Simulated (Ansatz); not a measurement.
The system is Ti.

```
Ti
1.0
     0.00000    2.03000    2.03000
     2.03000    0.00000    2.03000
     2.03000    2.03000    0.00000
Ti
1
Direct
  0.00000 0.00000 0.00000
```

This isn't the form of Ti at room conditions, which is hcp.

| Quantity | Value |
| --- | --- |
| Program | Ansatz 0.2.0 |
| Task | relaxation of cell and atoms |
| Functional | PBE0 |
| Potentials or basis | Ansatz PAW |
| Cutoff | 420 eV (not typed: the program's choice for these potentials) |
| k mesh | 6 × 6 × 6 |
| Occupations | fermi-dirac, width 0.05 eV |
| Spin | no spin polarisation |

At the start: volume 16.73 Å³/atom.

Problem. Where does the relaxation end?

Solution. It ends after 3 steps and the volume is 17.22 Å³/atom (+2.9 %); space group Fm-3m (No. 225, to 0.05 Å).

Step by step:
```tsv
step	energy change (eV)	largest force (eV/Å)	volume (Å³)
1	0.0000	0.0000	16.73
2	-0.0056	0.0000	17.22
3	-0.0057	0.0000	17.22
```

Final structure:
```
Ti
1.0
     0.00000    2.04950    2.04950
     2.04950    0.00000    2.04950
     2.04950    2.04950    0.00000
Ti
1
Direct
  0.00000 0.00000 0.00000
```

Caveat: the k mesh is coarse (spacing up to 0.45 Å⁻¹), so the values aren't converged, least of all with exact exchange; the plane-wave basis is chosen anew once the cell has moved, so the energies of steps on either side of that aren't comparable; the PAW data sets come from PBE, with cores solved anew for the run's functional, which leaves a small shift of forces and pressure.
